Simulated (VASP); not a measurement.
The input files of a VASP run:

POSCAR:
```
NaBr
1
    0.0000000000     2.5625382674     2.5625382674
    2.5625382674     0.0000000000     2.5625382674
    2.5625382674     2.5625382674     0.0000000000
Na Br
1 1
Direct
  0.0000000000   0.0000000000   0.0000000000
  0.5000000000   0.5000000000   0.5000000000
```

### INCAR
```
SYSTEM = NaBr
PREC = Accurate; ENCUT = 480; LREAL = F
LASPH = T
EDIFF = 1E-7; NELM = 100; ALGO = Normal
LMAXMIX = 4
ISMEAR = 0; SIGMA = 0.05
GGA = PE
IBRION = 2; NSW = 40; ISIF = 3
EDIFFG = -0.01; PSTRESS = 300
LWAVE = F; LCHARG = F
```

**KPOINTS**
```
Automatic
0
Gamma
8 8 8
0 0 0
```

POTCAR, in this order: Na_pv Br (PBE.64 set). Program: vasp_std.

Task: Write an equivalent input for Ansatz.

Result: One equivalent input (not run):
Ansatz 0.2 input:
```yaml
crystal:
  lattice:
    - [0.0000000, 2.5625383, 2.5625383]
    - [2.5625383, 0.0000000, 2.5625383]
    - [2.5625383, 2.5625383, 0.0000000]
  atoms:
    - { symbol: Na, position: [0.0000000, 0.0000000, 0.0000000] }
    - { symbol: Br, position: [0.5000000, 0.5000000, 0.5000000] }
kpoints:
  mp_grid: { grid: [8, 8, 8] }
hamiltonian:
  xc: pbe
  pseudopotentials: { kind: paw }
scf:
  occupations: { method: gaussian, width: 0.05 }
  max_iter: 100
relax:
  max_steps: 40
  f_tol: 0.01
  cell: { p_target: 30 }
output: { forces: true, stress: true, eigenvalues: true }
```
Limits of the translation: each code has its own PAW files, so the cut-off isn't converted (ENCUT is set for VASP's; basis.ecutwfc is left out, and Ansatz then takes the one that its files recommend); Ansatz stops its SCF on the density residual and VASP on the energy change (EDIFF).

The compound is NaBr in the rock salt structure. It was relaxed first under an external pressure of 30 GPa.
